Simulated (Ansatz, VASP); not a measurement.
This is a calculation of ZnO (zincite) for Ansatz 0.2.0. 

The input input.yaml:

```yaml
crystal:
  lattice:
    - [3.249308, 0.0, 0.0]
    - [-1.624654, 2.8139832727, 0.0]
    - [0.0, 0.0, 5.205709]
  atoms:
    - { symbol: Zn, position: [0.6666666667, 0.3333333333, 0.0] }
    - { symbol: Zn, position: [0.3333333333, 0.6666666667, 0.5] }
    - { symbol: O, position: [0.3333333333, 0.6666666667, 0.87901] }
    - { symbol: O, position: [0.6666666667, 0.3333333333, 0.37901] }
hamiltonian:
  xc: pbe
  pseudopotentials: { kind: paw }
kpoints:
  mp_grid: { grid: [9, 9, 5] }
scf:
  occupations: { method: fermi_dirac, width: 0.05 }
output:
  forces: true
  stress: true
relax:
  f_tol: 0.01
  max_steps: 40
  cell: { stress_tol: 0.05 }
```

Potentials or basis: Ansatz PAW.

Launch:

```console
$ ansatz run input.yaml --threads 2 --pin off --max-ram 5632MiB --backend cpu --events-out ev --progress --plain --runs-dir out
```

Problem. What does the same run look like in VASP 6.6.1? Potentials or basis there: PBE PAW files O, Zn, 600 eV.

Solution. As run (cutoffs and basis follow the program's own potentials, and thresholds, step limits or extra output files can differ):

The input INCAR:

```
ALGO = Fast ; EDIFF = 1E-6
EDIFFG = -0.01 ; ENCUT = 600
GGA = PE ; IBRION = 2
ISIF = 3 ; ISMEAR = -1
LASPH = T ; LCHARG = F
LREAL = F ; LWAVE = F
NELM = 100 ; NSW = 40
PREC = Accurate ; SIGMA = 0.05
```

File KPOINTS:

```
k-points
0
Gamma
  9 9 5
```

Contents of POSCAR:

```
ZnO
1.0
    3.2493080000      0.0000000000      0.0000000000
   -1.6246540000      2.8139832727      0.0000000000
    0.0000000000      0.0000000000      5.2057090000
Zn O
2 2
Direct
    0.6666666667      0.3333333333      0.0000000000
    0.3333333333      0.6666666667      0.5000000000
    0.3333333333      0.6666666667      0.8790100000
    0.6666666667      0.3333333333      0.3790100000
```

Potentials or basis: VASP PAW PBE potentials, release 64 (Zn, O).

Command:

```bash
$ cat potpaw_PBE.64/Zn/POTCAR potpaw_PBE.64/O/POTCAR > POTCAR
$ mpirun -np 1 vasp_std > vasp.out
```

Both were run:

|  | Ansatz | VASP |
| --- | --- | --- |
| Relaxed volume | 12.33 Å³/atom | 12.39 Å³/atom |
| Relaxed cell | a = 3.279 Å, b = 3.279 Å, c = 5.293 Å, α = 90.00°, β = 90.00°, γ = 120.00° | a = 3.288 Å, b = 3.288 Å, c = 5.295 Å, α = 90.00°, β = 90.00°, γ = 120.00° |
| Space group after relaxing | P6_3mc (No. 186) | P6_3mc (No. 186) |
| Pressure after relaxing | 0.0 GPa | 0.0 GPa |

Ansatz's pressure holds a Pulay term of +0.70 GPa for its cutoff of 420 eV, which the other run lacks.

Where Ansatz's input types no cutoff or centring, it takes its own default and a Γ-centred mesh.

Pressure is positive in compression.
